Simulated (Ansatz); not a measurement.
## A film clamped to a substrate in BP

These are results of DFT r2SCAN, scalar-relativistic, plane waves, PAW (Ansatz), not measurements. Settings: plane waves to 500 eV, k-mesh 10×10×10 (Γ-centred), Gaussian smearing 0.05 eV. No spin polarisation. Energies are free energies at this smearing, counted from the undisturbed cell; pressure is positive in compression.

Zero of the scan (relaxed at this level):

```
B P
1.0
     0.00000    2.26827    2.26827
     2.26827    0.00000    2.26827
     2.26827    2.26827    0.00000
B P
1 1
Direct
  0.00000 0.00000 0.00000
  0.75000 0.75000 0.75000
```

The cell (2 atoms, V0 = 23.34 Å³) is strained by p along both x and y and by q along z, fractional coordinates fixed. τp = (1/V0) ∂E/∂p = (σxx + σyy)(1 + p)(1 + q) and τq = (1/V0) ∂E/∂q = σzz(1 + p)², with tension positive.

```csv
p,q,ΔE (meV/atom),τp (GPa),τq (GPa)
0.000,0.000,0.00,0.00,0.00
-0.015,0.000,7.35,-13.67,-2.31
0.015,0.000,6.91,12.45,2.11
0.000,-0.015,3.00,-2.35,-5.51
0.000,0.015,2.93,2.06,5.33
```

Get the second derivatives of the energy density.

Central differences give A = ∂τp/∂p = 871 GPa (C11 + C22 + 2 C12), C = ∂τq/∂q = 361 GPa (C33) and the cross term B = ∂τq/∂p = 147 GPa (C13 + C23); ∂τp/∂q = 147 GPa must equal B, and any difference shows higher-order terms. The ions are clamped. In a cubic crystal C11 = C = 361, C12 = B/2 = 74 GPa and A should be 2(C11 + C12) = 870 GPa; the bulk modulus is (C11 + 2 C12)/3 = 170 GPa.

A film of this crystal grows with z along the normal on a substrate that imposes p. How does its thickness respond, and what does the misfit cost?

Count p and q from the stress-free cell. A free surface needs τq = 0, so q = −(B/C) p = -0.41 p. The energy density left is (A − B²/C) p²/2 = M p², with the biaxial modulus M = 405 GPa; a misfit of 1 % costs 2.95 meV/atom, against 3.17 meV/atom if the thickness were held.

At p = -0.030 the energies along q are 54.3 (q = -0.030), 38.9 (q = -0.015), 30.3 (q = 0.000), 28.3 (q = 0.015), 32.6 (q = 0.030) meV/atom.

Does the linear rule hold at this misfit?

A parabola through the lowest point and its neighbours has its minimum at q = 0.012, 28.2 meV/atom. With the stress left in the starting cell, τp0 and τq0, linear elasticity gives q = −(τq0 + Bp)/C = 0.012 and E = V0(τp0 p + τq0 q + Ap²/2 + Bpq + Cq²/2)/N = 26.6 meV/atom. The two agree within a tenth in energy.

Cost: 25 runs of about 1.8 core-minutes in all, on Arm Neoverse V2 (shared hosts).

The film recovers little of its misfit energy by changing thickness, because lateral and normal strains couple weakly: C12 is only 74 GPa against a C11 of 361 GPa. This fits the bonding in BP, where short, nearly nonpolar sp3 bonds resist changes in bond angle as well as in length, so the lattice does not simply preserve its volume. Clamping the ions costs nothing for these strains, since the tetragonal distortion leaves both sublattices on symmetry-fixed sites and no internal displacement arises.

At the larger compression the linear rule gives the right thickness but too low an energy, 26.6 against 28.2 meV/atom. The small strains already show the same asymmetry, with compression costing more than equal tension, as expected when short-range repulsion steepens on shortening the bonds. In tension the linear rule would therefore probably overestimate the cost. The energies describe a coherent, bulk-like film and don't show at what thickness misfit dislocations would become favourable.
